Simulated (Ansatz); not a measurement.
# BaS (rocksalt): zero-pressure volume and bulk modulus with RPBE + D4

One table from this session's results is given with a row withheld; the runs are named, their logs left out.

Computed with Ansatz 0.2.0 (DFT RPBE + D4, scalar-relativistic, plane waves, PAW, unless a step's input says otherwise).

## The starting structure

It takes space group Fm-3m (No. 225, cubic). Conventional cell: a = 6.388 Å, b = 6.388 Å, c = 6.388 Å, α = 90.00°, β = 90.00°, γ = 90.00°. Around Ba (site symmetry m-3m) lie 6 S at 3.19 Å. S (site symmetry m-3m) has 6 Ba at 3.19 Å in its first shell of neighbours.

Coordinates:

```
CELL_PARAMETERS angstrom
0.00000 3.19375 3.19375
3.19375 0.00000 3.19375
3.19375 3.19375 0.00000
ATOMIC_POSITIONS crystal
Ba 0.50000 0.50000 0.50000
S 0.00000 0.00000 0.00000
```

At PBE, an earlier run found 0.84 GPa for this cell of 32.576 Å³/atom (6×6×6 mesh), mesh gap 2.21 eV.

Set-up of the first run:

input.yaml

```yaml
crystal:
  lattice:
    - [0.0, 3.193750825, 3.193750825]
    - [3.193750825, 0.0, 3.193750825]
    - [3.193750825, 3.193750825, 0.0]
  atoms:
    - { symbol: Ba, position: [0.5, 0.5, 0.5] }
    - { symbol: S, position: [0.0, 0.0, 0.0] }
basis:
  ecutwfc: 420
  ecutrho_ratio: 4
kpoints:
  mp_grid: { grid: [6, 6, 6] }
hamiltonian:
  xc: rpbe
  dispersion: d4
scf:
  occupations: { method: gaussian, width: 0.05 }
output:
  forces: true
  stress: true
  eigenvalues: true
```

Run with:

```bash
> ansatz run input.yaml --threads 4 --pin off --max-ram 8192MiB --backend cpu --events-out ev --progress --plain --runs-dir out
```

Steps of the session up to this table: At the given cell; Stepping to 32.707 Å³/atom; Stepping to 32.939 Å³/atom; Volume × 0.98 of the new zero; Volume × 1.02 of the new zero; Volume × 0.96 of the new zero; Volume × 1.04 of the new zero.

One table of the session follows, with a row left open; its other results are not shown here.

It belongs to the step «Energy and pressure against volume». 

```
volume (Å³/atom)  energy (meV/atom)  pressure (GPa)
          31.621               7.20            1.82
          32.280               1.73            0.86
          32.939               0.00            0.00
          33.597                  ?               ?
          34.256               6.24           -1.46
```

Q: Estimate the row for volume (Å³/atom) = 33.597 from the others.

Worked estimate for «energy (meV/atom)». A straight line through the neighbours (32.939, 0.00) and (34.256, 6.24) gives 0.00 + (6.24 − 0.00) × (33.597 − 32.939) / (34.256 − 32.939) = 3.12; a parabola fitted to 3 rows on both sides gives 1.50.

**Answer.** energy (meV/atom): 1.62; pressure (GPa): -0.77. In «energy (meV/atom)» the line misses by +1.50 and the parabola by -0.12.
